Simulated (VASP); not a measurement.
A VASP 6.6.1 single-point calculation on CdTe

INCAR

```
EDIFF = 1E-5
ENCUT = 520
TIME = 0.2
LCHARG = .FALSE.
ALGO = Damped
LREAL = .FALSE.
NELM = 120
PREC = Accurate
GGA = PE
LASPH = .TRUE.
NBANDS = 16
NSW = 0
ISIF = 2
ISMEAR = -1
SIGMA = 0.02
LWAVE = .FALSE.
IBRION = -1
```

KPOINTS

```
KPOINTS created by Atomic Simulation Environment
0
Gamma
6 6 6
0 0 0
```

POSCAR

```
Cd Te
 1.0000000000000000
     0.0000000000000000    3.2799551176437878    3.2799551176437878
     3.2799551176437878    0.0000000000000000    3.2799551176437878
     3.2799551176437878    3.2799551176437878    0.0000000000000000
 Cd  Te
   1   1
Cartesian
  0.0000000000000000  0.0000000000000000  0.0000000000000000
  1.6399775588218934  1.6399775588218934  1.6399775588218934
```

The recommended PBE PAW datasets give the neutral cell 18 valence electrons.

Command

```
mpirun -np 1 vasp_std
```

Q: Predict the outcome of this run.

A: It converged. Results: gap between bands v and c on the k mesh 0.66 eV; least direct gap on the k mesh 0.66 eV; pressure 1.0 GPa. Band v is the last that the valence electrons fill when counted band by band, and c is the next.

OSZICAR

```
N       E                     dE             d eps       ncg     rms           ort
DAV:   1     0.172618993840E+03    0.17262E+03   -0.79280E+03   256   0.103E+03
DAV:   2     0.258394762476E+02   -0.14678E+03   -0.13205E+03   256   0.293E+02
DAV:   3    -0.307730455293E+00   -0.26147E+02   -0.25542E+02   256   0.123E+02
DAV:   4    -0.431960431950E+01   -0.40119E+01   -0.39600E+01   256   0.535E+01
DAV:   5    -0.488505224341E+01   -0.56545E+00   -0.55915E+00   256   0.180E+01
SDA:   6    -0.447768071262E+01    0.40737E+00   -0.20978E+00   256   0.105E+01   0.000E+00
DMP:   7    -0.464169171925E+01   -0.16401E+00   -0.13487E+00   256   0.367E+00   0.592E+00
DMP:   8    -0.473082490753E+01   -0.89133E-01   -0.47353E-01   256   0.124E+00   0.216E+00
DMP:   9    -0.476109536748E+01   -0.30270E-01   -0.26195E-01   256   0.980E-01   0.635E-01
DMP:  10    -0.478035675893E+01   -0.19261E-01   -0.16351E-01   256   0.512E-01   0.588E-01
DMP:  11    -0.479142708235E+01   -0.11070E-01   -0.59481E-02   256   0.158E-01   0.268E-01
DMP:  12    -0.479481645987E+01   -0.33894E-02   -0.23120E-02   256   0.999E-02   0.302E-02
DMP:  13    -0.479641247069E+01   -0.15960E-02   -0.21363E-02   256   0.866E-02   0.389E-02
DMP:  14    -0.479809512871E+01   -0.16827E-02   -0.14367E-02   256   0.412E-02   0.590E-02
DMP:  15    -0.479911446080E+01   -0.10193E-02   -0.54358E-03   256   0.123E-02   0.287E-02
DMP:  16    -0.479945092453E+01   -0.33646E-03   -0.19759E-03   256   0.689E-03   0.575E-03
DMP:  17    -0.479958502714E+01   -0.13410E-03   -0.15128E-03   256   0.584E-03   0.332E-03
DMP:  18    -0.479970052436E+01   -0.11550E-03   -0.10114E-03   256   0.294E-03   0.407E-03
DMP:  19    -0.479977009675E+01   -0.69572E-04   -0.39411E-04   256   0.891E-04   0.208E-03
DMP:  20    -0.479979229147E+01   -0.22195E-04   -0.12403E-04   256   0.417E-04   0.391E-04
DMP:  21    -0.479979911640E+01   -0.68249E-05   -0.89184E-05   256   0.381E-04   0.125E-04
   1 F= -.47997991E+01 E0= -.47997991E+01  d E =-.748857E-09
```

Standard output (part)

```
POSCAR found type information on POSCAR CdTe
 POSCAR found :  2 types and       2 ions
 LDA part: xc-table for (Slater+PW92), standard interpolation
 POSCAR, INCAR and KPOINTS ok, starting setup
 WAVECAR not read
 entering main loop
 final diagonalization occupied
```

For comparison, a separate PBE run of the intended cell, on usual settings and not on those above, gives a gap of 0.66 eV on its mesh and a pressure of 1.1 GPa.
